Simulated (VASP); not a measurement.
## LiCl: dielectric tensor with PBE

**Experimental background.**

From a printed reference work, monograph, for a bulk crystal of LiCl: high-frequency dielectric constant 2.75.

Crystal: LiCl.

```
Li Cl
1.0
     0.00000    2.53052    2.53052
     2.53052    0.00000    2.53052
     2.53052    2.53052    0.00000
Li Cl
1 1
Direct
  0.00000 0.00000 0.00000
  0.50000 0.50000 0.50000
```

| Quantity | Value |
| --- | --- |
| Program | VASP 6.6.1 |
| Task | dielectric tensor |
| Functional | PBE |
| Potentials or basis | VASP PAW PBE potentials, release 64 (Li_sv, Cl) |
| Cutoff | 520 eV |
| k mesh | 16 × 16 × 16 |
| Occupations | gaussian, width 0.03 eV |
| Spin | no spin polarisation |
| Monkhorst-Pack mesh | yes |
| Further INCAR settings | ALGO = Normal; EDIFF = 1e-08 |

| Property | Result |
| --- | --- |
| Electronic dielectric tensor (diagonal) | 3.02 |
| Born charges (mean of the diagonal) | Li +1.18; Cl -1.18 e |

Levels at points of the mesh, in eV from the valence-band top:
```csv
k point,band 2,band 3,band 4,band 5,band 6,band 7,band 8,band 9
"(0.03, 0.03, 0.03)",-13.54,-0.04,0.00,0.00,6.61,11.89,11.98,11.98
```

Electronic dielectric tensor:
```
3.02 0.00 0.00
0.00 3.02 0.00
0.00 0.00 3.02
```

Born effective charge tensors (e):
atom 1, Li
```
1.18 0.00 0.00
0.00 1.18 0.00
0.00 0.00 1.18
```
atom 2, Cl
```
-1.18  0.00  0.00
 0.00 -1.18  0.00
 0.00  0.00 -1.18
```

Wall time 22 min on 1 thread of Intel(R) Xeon(R) 6975P-C (Granite Rapids) (shared host), peak memory 0.82 GiB.

Against the measured high-frequency dielectric constant of LiCl, 2.75 (a printed reference work, monograph), the calculated 3.02 is off by +10.0 %.
